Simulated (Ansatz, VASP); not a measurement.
Two plane-wave programs on Ti3HN3

```
N Ti H
1.0
     3.00286    0.00000    0.00000
    -1.50143    2.60055    0.00000
     0.00000    0.00000   21.55415
N Ti H
3 3 1
Direct
  0.33333 0.66667 0.18558
  0.00000 0.00000 0.29933
  0.66667 0.33333 0.41473
  0.66667 0.33333 0.24245
  0.33333 0.66667 0.35751
  0.00000 0.00000 0.46646
  0.33333 0.66667 0.51191
```

Alike in both runs: functional PBE; k mesh 9 × 9 × 1; occupations gaussian, width 0.1 eV; no spin polarisation.

Ansatz relaxed the structure, and its values are those at the end. VASP's run is a single point on that final structure, the one shown.

|  | VASP | Ansatz |
| --- | --- | --- |
| version | VASP 6.6.1 | Ansatz 0.2.0 |
| potentials or method | VASP PAW PBE potentials, release 64 (N, Ti_sv, H) | scalar-relativistic, plane waves, PAW |
| plane-wave cutoff (eV) | 520 | 420 |
| valence electrons in the cell | 52 | 52 |

Ansatz gave:

```
gap on the k mesh at the Fermi level (eV) : none
rms of the force components (eV/Å)        : 1.582
```

Question: Estimate VASP's values.

Answer: gap on the k mesh at the Fermi level (eV): none; rms of the force components (eV/Å): 1.577.

A gap of «none» marks a metal or a gap that the smearing closes. With one functional, cell and mesh, what is left measures potentials, basis and numerics. Ansatz warned: «vacuum_below_fermi».
